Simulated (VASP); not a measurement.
# BaTe (P4/mmm) in VASP: a series of runs

One crystal, BaTe, is run at these levels: r2SCAN, PBE; tasks: single point.

Everything below comes from runs of VASP 6.6.1. Logs are shortened: lines on timing, memory, paths and dates and some standing lists are left out, and cuts for length are marked.

## Step 1: The cell of the first run

It takes space group P4/mmm (No. 123, tetragonal). Conventional cell: a = 4.140 Å, b = 4.140 Å, c = 4.245 Å, α = 90.00°, β = 90.00°, γ = 90.00°. Around Ba (site symmetry 4/mmm) lie 8 Te at 3.62 Å and 4 Ba at 4.14 Å. Te (site symmetry 4/mmm) has 8 Ba at 3.62 Å and 4 Te at 4.14 Å as nearest neighbours.

The cell was built by a generator and needn't be a form met in nature.

## Step 2: Single point, r2SCAN (biaxial_xy strain -2.5%)

POSCAR reads:

```
BaTe
1.0
    4.1399711484      0.0000000000      0.0000000000
    0.0000000000      4.1399711484      0.0000000000
    0.0000000000      0.0000000000      4.2448181569
Ba Te
1 1
Direct
    0.0000000000      0.0000000000      0.0000000000
    0.5000000000      0.5000000000      0.5000000000
```

INCAR.step1 reads:

```
ALGO = Normal ; EDIFF = 1E-4
ENCUT = 520 ; GGA = PE
ISMEAR = 0 ; LASPH = True
LCHARG = False ; LREAL = False
LWAVE = True ; NBANDS = 15
NELM = 100 ; PREC = Accurate
SIGMA = 0.01
```

INCAR.step2 reads:

```
ALGO = Normal ; EDIFF = 1E-6
ENCUT = 520 ; ISIF = 2
ISMEAR = 0 ; ISTART = 1
LASPH = True ; LCHARG = False
LMIXTAU = True ; LREAL = False
LWAVE = False ; METAGGA = R2SCAN
NBANDS = 15 ; NELM = 100
PREC = Accurate ; SIGMA = 0.01
```

KPOINTS reads:

```
k-points
0
Gamma
  6 6 6
```

Potentials or basis: VASP PAW PBE potentials, release 64 (Ba_sv, Te).

Command:

```sh
$ cat potpaw_PBE.64/Ba_sv/POTCAR potpaw_PBE.64/Te/POTCAR > POTCAR
$ cp INCAR.step1 INCAR
$ mpirun -np 1 vasp_std > vasp.out
$ cp INCAR.step2 INCAR
$ mpirun -np 1 vasp_std > vasp.out
```

OUTCAR:

```text
EDIFF = 1E-6
   ENCUT = 520
   ISIF = 2
   ISMEAR = 0
   ISTART = 1
   LASPH = True
   LREAL = False
   METAGGA = R2SCAN
   NELM = 100
   PREC = Accurate

 ion  position               nearest neighbor table
   1  0.000  0.000  0.000-   2 3.62   2 3.62   2 3.62   2 3.62   2 3.62   2 3.62   2 3.62   2 3.62

   2  0.500  0.500  0.500-   1 3.62   1 3.62   1 3.62   1 3.62   1 3.62   1 3.62   1 3.62   1 3.62

  LATTYP: Found a simple tetragonal cell.
 ALAT       =     4.1399711484
 C/A-ratio  =     1.0253255409

  Lattice vectors:

 A1 = (   4.1399711484,   0.0000000000,   0.0000000000)
 A2 = (   0.0000000000,   4.1399711484,   0.0000000000)
 A3 = (   0.0000000000,   0.0000000000,   4.2448181569)

Analysis of symmetry for initial positions (statically):
=====================================================================
 Subroutine PRICEL returns:
 Original cell was already a primitive cell.

 Routine SETGRP: Setting up the symmetry group for a
 simple tetragonal supercell.

 Subroutine GETGRP returns: Found 16 space group operations
 (whereof 16 operations were pure point group operations)
 out of a pool of 16 trial point group operations.

The static configuration has the point symmetry D_4h.

Analysis of symmetry for dynamics (positions and initial velocities):
=====================================================================
 Subroutine PRICEL returns:
 Original cell was already a primitive cell.

 Routine SETGRP: Setting up the symmetry group for a
 simple tetragonal supercell.

 Subroutine GETGRP returns: Found 16 space group operations
 (whereof 16 operations were pure point group operations)
 out of a pool of 16 trial point group operations.

The dynamic configuration has the point symmetry D_4h.

 Subroutine INISYM returns: Found 16 space group operations
 (whereof 16 operations are pure point group operations),
 and found     1 'primitive' translations

----------------------------------------------------------------------------------------

                                     Primitive cell

  volume of cell :      72.7535

  direct lattice vectors                    reciprocal lattice vectors
     4.139971148  0.000000000  0.000000000     0.241547577  0.000000000  0.000000000
     0.000000000  4.139971148  0.000000000     0.000000000  0.241547577  0.000000000
     0.000000000  0.000000000  4.244818157     0.000000000  0.000000000  0.235581352

  length of vectors
     4.139971148  4.139971148  4.244818157     0.241547577  0.241547577  0.235581352

  position of ions in fractional coordinates (direct lattice)
     0.000000000  0.000000000  0.000000000
     0.500000000  0.500000000  0.500000000

  ion indices of the primitive-cell ions
   primitive index   ion index
                 1           1
                 2           2

----------------------------------------------------------------------------------------

 KPOINTS: k-points

Automatic generation of k-mesh.
 Grid dimensions read from file:
 generate k-points for:    6    6    6

 Generating k-lattice:

  Cartesian coordinates                     Fractional coordinates (reciprocal lattice)
     0.040257930  0.000000000  0.000000000     0.166666667  0.000000000  0.000000000
     0.000000000  0.040257930  0.000000000     0.000000000  0.166666667  0.000000000
     0.000000000  0.000000000  0.039263559     0.000000000  0.000000000  0.166666667

  Length of vectors
     0.040257930  0.040257930  0.039263559

  Shift w.r.t. Gamma in fractional coordinates (k-lattice)
     0.000000000  0.000000000  0.000000000

 Subroutine IBZKPT returns following result:
 ===========================================

 Found     40 irreducible k-points:

 Following reciprocal coordinates:
            Coordinates               Weight
  0.000000  0.000000  0.000000      1.000000
  0.166667  0.000000  0.000000      4.000000
  0.333333  0.000000  0.000000      4.000000
  0.500000  0.000000  0.000000      2.000000
  0.166667  0.166667  0.000000      4.000000
  0.333333  0.166667  0.000000      8.000000
[... 16 lines left out ...]
  0.333333  0.000000  0.333333      8.000000
  0.500000  0.000000  0.333333      4.000000
 [... further k-points ...]
   k-points           NKPTS =     40   k-points in BZ     NKDIM =     40   number of bands    NBANDS=     15
   number of dos      NEDOS =    301   number of ions     NIONS =      2
   total plane-waves  NPLWV =  32768
   dimension x,y,z NGX =    32 NGY =   32 NGZ =   32
   dimension x,y,z NGXF=    64 NGYF=   64 NGZF=   64
   ions per type =               1   1
   NGX,Y,Z   is equivalent  to a cutoff of  12.85, 12.85, 12.53 a.u.
   NGXF,Y,Z  is equivalent  to a cutoff of  25.70, 25.70, 25.07 a.u.
 SYSTEM =  unknown system
   PREC   = accura    normal or accurate (medium, high low for compatibility)
   ISTART =      1    job   : 0-new  1-cont  2-samecut
   ICHARG =      0    charge: 1-file 2-atom 10-const
   ISPIN  =      1    spin polarized calculation?
   LNONCOLLINEAR =      F non collinear calculations
   LSORBIT =      F    spin-orbit coupling
   LASPH  =      T    aspherical Exc in radial PAW
   ENCUT  =  520.0 eV  38.22 Ry    6.18 a.u.   7.70  7.70  7.89*2*pi/ulx,y,z
   NELM   =    100;   NELMIN=  2; NELMDL=  0     # of ELM steps
   EDIFF  = 0.1E-05   stopping-criterion for ELM
   LREAL  =      F    real-space projection
[... 7 lines left out ...]
   TEBEG  =    0.0;   TEEND  =   0.0 temperature during run
   PSTRESS=    0.0 pullay stress
   NELECT =      16.0000    total number of electrons
   NUPDOWN=      -1.0000    fix difference up-down
   EMIN   =  10.00;   EMAX   =-10.00  energy-range for DOS
   EFERMI =   0.00;   METHOD = LEGACY
   ISMEAR =     0;   SIGMA  =   0.01  broadening in eV -4-tet -1-fermi 0-gaus
   EFERMI_NEDOS =   21; number of points for ismear=-14 and -15
   IALGO  =     38    algorithm
   IMIX   =      4    mixing-type and parameters
     AMIX     =   0.40;   BMIX     =  1.00
     AMIX_MAG =   1.60;   BMIX_MAG =  1.00
  volume/ion in A,a.u.               =      36.38       245.48
  Fermi-wavevector in a.u.,A,eV,Ry     =   0.988167  1.867364 13.285730  0.976474
  Thomas-Fermi vector in A             =   2.119674
   LORBIT       =      0    0 simple, 1 ext, 2 COOP (PROOUT), +10 PAW based schemes
   METAGGA = R2SCAN    functional components
   LHFCALC =     F    Hartree Fock is set to
   AEXX    =    0.0000 exact exchange contribution
   IVDW    =     0    specifies the selected vdW correction
   LEPSILON=     F    determine dielectric tensor
   LRPA    =     F    only Hartree local field effects (RPA)
 non-spin polarized calculation
 Gauss-broadening in eV      SIGMA  =   0.01
  energy-cutoff  :      520.00
  volume of cell :       72.75
 maximum number of plane-waves:      1992
 NGX is ok and might be reduce to    32
   NGX = 15   NGY = 15   NGZ = 15

 number of electron      16.0000000 magnetization

 Free energy of the ion-electron system (eV)
  ---------------------------------------------------
  ext. energy  EPLUGINS =         0.00000000
  ---------------------------------------------------
  free energy    TOTEN  =       -55.63449886 eV

  energy without entropy =      -55.63449886  energy(sigma->0) =      -55.63449886

 E-fermi :   4.2796     XC(G=0):  -9.4558

 val. band max:        4.2220503226   @ k =   0.5000   0.0000   0.5000
 cond. band min:       5.1011418754   @ k =   0.0000   0.0000   0.0000
 fundamental gap:      0.8790915528
 Fermi energy:         4.2796403171

 k-point     1 :       0.0000    0.0000    0.0000
  band No.  band energies     occupation
      1     -24.7733      2.00000
      2      -9.3947      2.00000
      3      -9.3716      2.00000
      4      -9.3716      2.00000
      5      -6.7458      2.00000
      6       3.6143      2.00000
      7       3.8497      2.00000
      8       3.8497      2.00000
      9       5.1011      0.00000
     10       5.1371      0.00000
     11       7.6897      0.00000
     12       9.2121      0.00000
     13       9.2121      0.00000
     14       9.3919      0.00000
     15      13.1566      0.00000

 k-point     2 :       0.1667    0.0000    0.0000
  band No.  band energies     occupation
      1     -24.7636      2.00000
      2      -9.5852      2.00000
      3      -9.3768      2.00000
      4      -9.3548      2.00000
      5      -6.4951      2.00000
      6       2.6002      2.00000
      7       3.4601      2.00000
      8       3.7141      2.00000
      9       5.2869      0.00000
     10       6.1133      0.00000
     11       8.6847      0.00000
     12       9.3216      0.00000
     13       9.3372      0.00000
     14       9.4730      0.00000
     15      11.8411      0.00000

 k-point     3 :       0.3333    0.0000    0.0000
  band No.  band energies     occupation
      1     -24.7442      2.00000
      2      -9.9449      2.00000
      3      -9.3404      2.00000
      4      -9.3209      2.00000
      5      -6.0185      2.00000
      6       1.1292      2.00000
      7       3.1603      2.00000
      8       3.4450      2.00000
      9       5.7341      0.00000
     10       7.9807      0.00000
     11       9.5698      0.00000
     12       9.8403      0.00000
     13       9.8791      0.00000
     14      10.0177      0.00000
     15      10.1408      0.00000

 k-point     4 :       0.5000    0.0000    0.0000
  band No.  band energies     occupation
      1     -24.7344      2.00000
      2     -10.1028      2.00000
      3      -9.3219      2.00000
      4      -9.3037      2.00000
      5      -5.7744      2.00000
      6       0.5285      2.00000
      7       3.0151      2.00000
      8       3.3125      2.00000
      9       6.0452      0.00000
     10       9.3524      0.00000
     11       9.7135      0.00000
     12       9.8476      0.00000
     13      10.1352      0.00000
     14      10.3387      0.00000
     15      10.4197      0.00000
[... 307 lines left out ...]
 k-point    22 :       0.1667    0.0000    0.3333
  band No.  band energies     occupation
      1     -24.7420      2.00000
      2      -9.8549      2.00000
      3      -9.4780      2.00000
      4      -9.3158      2.00000
      5      -6.0227      2.00000
      6       1.2864      2.00000
      7       2.8325      2.00000
      8       3.5200      2.00000
      9       6.0756      0.00000
     10       8.1111      0.00000
     11       8.4595      0.00000
     12       8.6111      0.00000
     13      10.1452      0.00000
     14      11.0621      0.00000
     15      11.3762      0.00000

 k-point    23 :       0.3333    0.0000    0.3333
  band No.  band energies     occupation
      1     -24.7234      2.00000
      2      -9.8041      2.00000
      3      -9.6886      2.00000
      4      -9.2889      2.00000
      5      -6.0131      2.00000
      6       1.5746      2.00000
      7       2.1879      2.00000
      8       3.7816      2.00000
      9       6.1423      0.00000
     10       7.8530      0.00000
     11       7.8679      0.00000
     12       9.0140      0.00000
     13       9.1331      0.00000
     14      10.6368      0.00000
     15      12.8542      0.00000

 k-point    24 :       0.5000    0.0000    0.3333
  band No.  band energies     occupation
      1     -24.7141      2.00000
      2      -9.9096      2.00000
      3      -9.6498      2.00000
      4      -9.2754      2.00000
      5      -6.0196      2.00000
      6       1.4951      2.00000
      7       2.1919      2.00000
      8       3.9231      2.00000
      9       5.9013      0.00000
     10       7.7553      0.00000
     11       7.9384      0.00000
     12       8.1270      0.00000
     13       9.7514      0.00000
     14      11.5935      0.00000
     15      12.3169      0.00000

 [... further k-points ...]

------------------------ aborting loop because EDIFF is reached ----------------------------------------

  FORCE on cell =-STRESS in cart. coord.  units (eV):
  Direction    XX          YY          ZZ          XY          YZ          ZX
  --------------------------------------------------------------------------------------
  -------------------------------------------------------------------------------------
  Total        1.4181700      1.4181700      0.5003436      0.0000000      0.0000000      0.0000000
  in kB       31.2309470     31.2309470     11.0185693      0.0000000      0.0000000      0.0000000
  external PRESSURE =      24.4934878 kB  Pullay stress =       0.0000000 kB

 VOLUME and BASIS-vectors are now :
 -----------------------------------------------------------------------------
  energy-cutoff  :      520.00
  volume of cell :       72.75
      direct lattice vectors                 reciprocal lattice vectors
     4.139971148  0.000000000  0.000000000     0.241547577  0.000000000  0.000000000
     0.000000000  4.139971148  0.000000000     0.000000000  0.241547577  0.000000000
     0.000000000  0.000000000  4.244818157     0.000000000  0.000000000  0.235581352

 POSITION                                       TOTAL-FORCE (eV/Angst)
 -----------------------------------------------------------------------------------
      0.00000      0.00000      0.00000         0.000000      0.000000      0.000000
      2.06999      2.06999      2.12241         0.000000      0.000000      0.000000
 -----------------------------------------------------------------------------------
    total drift:                                0.000000      0.000000     -0.000000

  FREE ENERGIE OF THE ION-ELECTRON SYSTEM (eV)
  ---------------------------------------------------
  free  energy   TOTEN  =       -55.6344988603 eV

  energy  without entropy=      -55.6344988603  energy(sigma->0) =      -55.63449886
```

Run time: 77 s. Hardware: 1 thread of Intel Xeon Platinum 8488C (Sapphire Rapids), shared host; peak memory 0.21 GiB.

What came out:

```yaml
Free_energy: -55.6345 eV
Pressure: 2.4 GPa
Band_gap_on_the_k_mesh: 0.88 eV, indirect (least direct gap 1.23 eV)
```

Stress tensor (GPa, compression positive):
```
3.12 0.00 0.00
0.00 3.12 0.00
0.00 0.00 1.10
```

Caveat: the PAW data sets were made with another functional, which shifts forces and pressure a little; spin-orbit coupling is left out, which moves the levels of the heavy elements.

## Step 3: Single point, PBE (epitaxial_111 strain +0.3%)

INCAR reads:

```
PREC = Accurate
ENCUT = 520
EDIFF = 1E-6
ISMEAR = -1
SIGMA = 0.02
LREAL = False
LASPH = True
NELM = 100
ALGO = Fast
ISIF = 2
LWAVE = False
LCHARG = False
GGA = PE
NBANDS = 15
```

KPOINTS reads:

```
regular mesh
0
Gamma
  6 6 6
```

POSCAR reads:

```
BaTe
1.0
    4.2470067326     -0.0113948424     -0.0113948424
   -0.0113948424      4.2470067326     -0.0113948424
   -0.0113948424     -0.0113948424      4.2470067326
Ba Te
1 1
Direct
    0.0000000000      0.0000000000      0.0000000000
    0.5000000000      0.5000000000      0.5000000000
```

Potentials or basis: VASP PAW PBE potentials, release 64 (Ba_sv, Te).

Command:

```sh
$ cat potpaw_PBE.64/Ba_sv/POTCAR potpaw_PBE.64/Te/POTCAR > POTCAR
$ mpirun -np 1 vasp_std > vasp.out
```

It took 20 s on 1 thread of Intel Xeon Platinum 8488C (Sapphire Rapids), shared host; peak memory 0.19 GiB.

Results (log left out):

```yaml
Free_energy: -8.2872 eV
Pressure: 0.4 GPa
Band_gap_on_the_k_mesh: 0.76 eV, indirect (least direct gap 0.97 eV)
```

Levels at points of the mesh, in eV from the valence-band top:
```
           k point  band 4  band 5  band 6  band 7  band 8  band 9  band 10  band 11  band 12  band 13
(0.00, 0.00, 0.00)  -13.15  -10.40   -0.38   -0.38   -0.38    0.76     0.76     2.42     4.53     4.57
(0.50, 0.00, 0.00)  -13.10   -9.64   -3.42   -0.91   -0.86    1.56     4.83     4.92     4.98     5.00
(0.50, 0.50, 0.00)  -13.06   -9.84   -2.07   -2.05    0.00    0.97     2.52     2.90     2.91     6.22
(0.50, 0.50, 0.50)  -13.42   -9.45   -2.94   -2.94   -2.94    4.74     4.74     4.83     6.30     6.30
```

Caveat: spin-orbit coupling is left out, which moves the levels of the heavy elements. A k mesh can miss the band edges.

## Step 4: Single point, PBE (biaxial_xy strain -2.5%)

INCAR reads:

```
ALGO = Normal ; EDIFF = 1E-6
ENCUT = 520 ; GGA = PE
ISIF = 2 ; ISMEAR = -1
LASPH = True ; LCHARG = True
LELF = True ; LREAL = False
LVHAR = True ; LWAVE = False
NBANDS = 15 ; NELM = 100
PREC = Accurate ; SIGMA = 0.02
```

KPOINTS reads:

```
k-points
0
Gamma
  6 6 6
```

POSCAR reads:

```
BaTe
1.0
    4.1399711484      0.0000000000      0.0000000000
    0.0000000000      4.1399711484      0.0000000000
    0.0000000000      0.0000000000      4.2448181569
Ba Te
1 1
Direct
    0.0000000000      0.0000000000      0.0000000000
    0.5000000000      0.5000000000      0.5000000000
```

Command:

```sh
$ cat potpaw_PBE.64/Ba_sv/POTCAR potpaw_PBE.64/Te/POTCAR > POTCAR
$ mpirun -np 1 vasp_std > vasp.out
```

Wall time 21 s (1 thread of Intel Xeon Platinum 8488C (Sapphire Rapids), shared host); peak memory 0.2 GiB.

It converged, with:

```yaml
Free_energy: -8.2479 eV
Pressure: 2.4 GPa
Band_gap_on_the_k_mesh: 0.54 eV, indirect (least direct gap 0.82 eV)
```

Stress tensor (GPa, compression positive):
```
2.99 0.00 0.00
0.00 2.99 0.00
0.00 0.00 1.10
```

Levels at points of the mesh, in eV from the valence-band top:
```tsv
k point	band 5	band 6	band 7	band 8	band 9	band 10	band 11	band 12
(0.00, 0.00, 0.00)	-10.65	-0.59	-0.37	-0.37	0.54	0.57	2.65	4.54
(0.50, 0.00, 0.00)	-9.72	-3.68	-1.21	-0.92	1.44	4.65	5.00	5.19
(0.50, 0.50, 0.00)	-9.99	-2.21	-2.21	-0.20	0.92	2.33	2.68	2.68
(0.00, 0.00, 0.50)	-9.75	-3.69	-0.97	-0.97	1.35	4.73	4.89	5.10
(0.50, 0.00, 0.50)	-10.05	-2.26	-2.17	0.00	0.82	2.61	2.85	2.96
(0.50, 0.50, 0.50)	-9.58	-3.24	-3.24	-3.22	4.79	4.93	4.93	6.48
```

Caveat: spin-orbit coupling is left out, which moves the levels of the heavy elements. A k mesh can miss the band edges.

## Step 5: The runs side by side

```csv
level,cell,smearing,gap on the mesh (eV),pressure (GPa)
r2SCAN,biaxial_xy strain -2.5%,gaussian 0.01 eV,0.88,2.4
PBE,epitaxial_111 strain +0.3%,fermi-dirac 0.02 eV,0.76,0.4
PBE,biaxial_xy strain -2.5%,fermi-dirac 0.02 eV,0.54,2.4
```

Alike in all rows: task single point; potentials or basis VASP PAW PBE potentials, release 64 (Ba_sv, Te); no spin polarisation; k mesh 6 × 6 × 6; cutoff (eV) 520.

Caveats: spin-orbit coupling is left out, which moves the levels of the heavy elements; the PAW data sets were made with another functional, which shifts forces and pressure a little (some runs).

Absolute energies hang on the potentials; compare differences alone.
